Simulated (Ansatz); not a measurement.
**NbP: further runs on the relaxed cell**

Aim: for NbP, fit an equation of state.

Method: DFT PBEsol, scalar-relativistic, plane waves, PAW, in Ansatz 0.2.0.

1 further run of the same task is left out (set aside as unsound or not needed).

### 1 The starting structure

It takes space group I4_1md (No. 109, tetragonal). The conventional cell has a = 3.320 Å, b = 3.320 Å, c = 11.290 Å, α = 90.00°, β = 90.00°, γ = 90.00°. Around Nb (site symmetry 2mm) lie 6 P at 2.52 Å. P (site symmetry 2mm) has 6 Nb at 2.52 Å as nearest neighbours.

As a file:

```cif
data_structure
_symmetry_space_group_name_H-M 'I4_1md'
_symmetry_Int_Tables_number 109
_cell_length_a 3.3203
_cell_length_b 3.3203
_cell_length_c 11.2904
_cell_angle_alpha 90.000
_cell_angle_beta 90.000
_cell_angle_gamma 90.000
_cell_volume 124.47
loop_
_atom_site_label
_atom_site_type_symbol
_atom_site_symmetry_multiplicity
_atom_site_Wyckoff_symbol
_atom_site_fract_x
_atom_site_fract_y
_atom_site_fract_z
_atom_site_occupancy
Nb1 Nb 4 a 0.50000 0.50000 0.00019 1
P1 P 4 a 0.00000 0.00000 0.08244 1
```

It goes back to an entry of the Materials Project.

It is the result of an earlier relaxation at this level (volume 15.56 Å³/atom; gap on the mesh: none (metal)).

### 2 The cell scaled to 0.97 of its volume

input.yaml reads:

```yaml
crystal:
  lattice:
    - [-1.6433549315, 1.6433549315, 5.5881678925]
    - [1.6433549315, -1.6433549315, 5.5881678925]
    - [1.6433549315, 1.6433549315, -5.5881678925]
  atoms:
    - { symbol: Nb, position: [0.7501874487, 0.7501874487, 0.0] }
    - { symbol: Nb, position: [0.5001874487, 1.0001874487, 0.5] }
    - { symbol: P, position: [0.3324411263, 0.3324411263, 0.0] }
    - { symbol: P, position: [0.0824411263, 0.5824411263, 0.5] }
basis:
  ecutwfc: 420
kpoints:
  mp_grid: { grid: [18, 18, 18] }
hamiltonian:
  xc: pbesol
scf:
  occupations: { method: gaussian, width: 0.1 }
output:
  forces: true
  stress: true
  eigenvalues: true
relax:
  adjacent_minimum: "off"
  f_tol: 0.01
  max_steps: 30
  cell: { stress_tol: 0.1, fix: [volume] }
```

Started as:

```console
> ansatz run input.yaml --threads 1 --pin off --max-ram 2560MiB --backend cpu --events-out ev --progress --plain --runs-dir out
```

### 3 Point at V/V0 = 1.03

Edit input.yaml of step 2 so:

```diff
@@ -2,5 +2,5 @@
   lattice:
-    - [-1.6433549315, 1.6433549315, 5.5881678925]
-    - [1.6433549315, -1.6433549315, 5.5881678925]
-    - [1.6433549315, 1.6433549315, -5.5881678925]
+    - [-1.6765629681, 1.6765629681, 5.7010905971]
+    - [1.6765629681, -1.6765629681, 5.7010905971]
+    - [1.6765629681, 1.6765629681, -5.7010905971]
   atoms:
```

### 4 The cell scaled to 0.94 of its volume

input.yaml reads:

```yaml
crystal:
  lattice:
    - [-1.6295245326, 1.6295245326, 5.5076521506]
    - [1.6295245326, -1.6295245326, 5.5076521506]
    - [1.6295245326, 1.6295245326, -5.5076521506]
  atoms:
    - { symbol: Nb, position: [0.7504036722, 0.7504036722, 0.0] }
    - { symbol: Nb, position: [0.5004036722, 1.0004036722, 0.5] }
    - { symbol: P, position: [0.3322249028, 0.3322249028, 0.0] }
    - { symbol: P, position: [0.0822249028, 0.5822249028, 0.5] }
basis:
  ecutwfc: 420
kpoints:
  mp_grid: { grid: [18, 18, 18] }
hamiltonian:
  xc: pbesol
scf:
  occupations: { method: gaussian, width: 0.1 }
output:
  forces: true
  stress: true
  eigenvalues: true
relax:
  adjacent_minimum: "off"
  f_tol: 0.01
  max_steps: 30
  cell: { stress_tol: 0.1, fix: [volume] }
```

### 5 Point at V/V0 = 1.06

input.yaml reads:

```yaml
crystal:
  lattice:
    - [-1.6898088562, 1.6898088562, 5.7755208726]
    - [1.6898088562, -1.6898088562, 5.7755208726]
    - [1.6898088562, 1.6898088562, -5.7755208726]
  atoms:
    - { symbol: Nb, position: [0.7500047107, 0.7500047107, 0.0] }
    - { symbol: Nb, position: [0.5000047107, 1.0000047107, 0.5] }
    - { symbol: P, position: [0.3326238643, 0.3326238643, 0.0] }
    - { symbol: P, position: [0.0826238643, 0.5826238643, 0.5] }
basis:
  ecutwfc: 420
kpoints:
  mp_grid: { grid: [18, 18, 18] }
hamiltonian:
  xc: pbesol
scf:
  occupations: { method: gaussian, width: 0.1 }
output:
  forces: true
  stress: true
  eigenvalues: true
relax:
  adjacent_minimum: "off"
  f_tol: 0.01
  max_steps: 30
  cell: { stress_tol: 0.1, fix: [volume] }
```

### 6 Volume × 0.91

input.yaml reads:

```yaml
crystal:
  lattice:
    - [-1.6154632993, 1.6154632993, 5.4250988596]
    - [1.6154632993, -1.6154632993, 5.4250988596]
    - [1.6154632993, 1.6154632993, -5.4250988596]
  atoms:
    - { symbol: Nb, position: [0.7506586311, 0.7506586311, 0.0] }
    - { symbol: Nb, position: [0.5006586311, 1.0006586311, 0.5] }
    - { symbol: P, position: [0.3319699439, 0.3319699439, 0.0] }
    - { symbol: P, position: [0.0819699439, 0.5819699439, 0.5] }
basis:
  ecutwfc: 420
kpoints:
  mp_grid: { grid: [18, 18, 18] }
hamiltonian:
  xc: pbesol
scf:
  occupations: { method: gaussian, width: 0.1 }
output:
  forces: true
  stress: true
  eigenvalues: true
relax:
  adjacent_minimum: "off"
  f_tol: 0.01
  max_steps: 30
  cell: { stress_tol: 0.1, fix: [volume] }
```

### 7 The cell scaled to 1.10 of its volume

input.yaml reads:

```yaml
crystal:
  lattice:
    - [-1.7080257197, 1.7080257197, 5.8663008165]
    - [1.7080257197, -1.7080257197, 5.8663008165]
    - [1.7080257197, 1.7080257197, -5.8663008165]
  atoms:
    - { symbol: Nb, position: [0.7498549319, 0.7498549319, 0.0] }
    - { symbol: Nb, position: [0.4998549319, 0.9998549319, 0.5] }
    - { symbol: P, position: [0.3327736431, 0.3327736431, 0.0] }
    - { symbol: P, position: [0.0827736431, 0.5827736431, 0.5] }
basis:
  ecutwfc: 420
kpoints:
  mp_grid: { grid: [18, 18, 18] }
hamiltonian:
  xc: pbesol
scf:
  occupations: { method: gaussian, width: 0.1 }
output:
  forces: true
  stress: true
  eigenvalues: true
relax:
  adjacent_minimum: "off"
  f_tol: 0.01
  max_steps: 30
  cell: { stress_tol: 0.1, fix: [volume] }
```

### 8 The cell scaled to 0.88 of its volume

input.yaml reads:

```yaml
crystal:
  lattice:
    - [-1.6012674173, 1.6012674173, 5.3396820158]
    - [1.6012674173, -1.6012674173, 5.3396820158]
    - [1.6012674173, 1.6012674173, -5.3396820158]
  atoms:
    - { symbol: Nb, position: [0.7509654179, 0.7509654179, 0.0] }
    - { symbol: Nb, position: [0.5009654179, 1.0009654179, 0.5] }
    - { symbol: P, position: [0.3316631571, 0.3316631571, 0.0] }
    - { symbol: P, position: [0.0816631571, 0.5816631571, 0.5] }
basis:
  ecutwfc: 420
kpoints:
  mp_grid: { grid: [18, 18, 18] }
hamiltonian:
  xc: pbesol
scf:
  occupations: { method: gaussian, width: 0.1 }
output:
  forces: true
  stress: true
  eigenvalues: true
relax:
  adjacent_minimum: "off"
  f_tol: 0.01
  max_steps: 30
  cell: { stress_tol: 0.1, fix: [volume] }
```

(Steps that only read results are left out.)

Before running it: what results should come out? Wanted: equilibrium volume of the fit; bulk modulus.

As calculated:

| quantity | value |
| --- | --- |
| equilibrium volume of the fit | 15.56 Å³/atom |
| bulk modulus | 200 GPa |
| its pressure derivative | 4.1 |

In words: The fit puts the minimum at 15.56 Å³/atom with B = 200 GPa and B' = 4.1.
